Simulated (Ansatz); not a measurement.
`[NH2][In]([NH2])[SH]` + `CCCCO` → `[CH3][In]([NH2])[NH2]` + `OCCCS`  (formal exchange of groups at the In–S bond)

Program: Ansatz. Geometries: PBE0-D4/def2-TZVP. ΔE: electronic, gas phase. CCSD(T)/CBS is the MP2 limit (def2-TZVPP, def2-QZVPP) plus CCSD(T) − MP2 in def2-TZVPP, frozen cores. Functionals use def2-TZVPP. def2 core potentials past Kr. For In outer-core shells are correlated without core-valence functions, which leaves a few kJ/mol of doubt a bond. One conformer a species, not always the lowest.

| level | ΔE (kJ/mol) |
| --- | --- |
| PBE0-D4 | 116.0 |
| MP2/def2-TZVPP | 112.3 |

(1) What does CCSD(T)/CBS give? (Estimate.)

Largest T1 diagnostic among the species: 0.014.

Results:

(1) Computed: +113.1 kJ/mol. The listed levels differ from it by 2.9, -0.8 kJ/mol.

In def2-TZVPP, CCSD(T) changes the Hartree–Fock value by −16.3 kJ/mol (the triples alone add −1.7 kJ/mol) and MP2 by −17.2 kJ/mol. From PBE to PBE0 (25 % exact exchange), in def2-TZVPP and without D4, ΔE moves by +4.9 kJ/mol.

CCSD(T)/CBS has its own doubt, a few kJ/mol and more with outer-core shells, so smaller differences from it don't rank the levels.
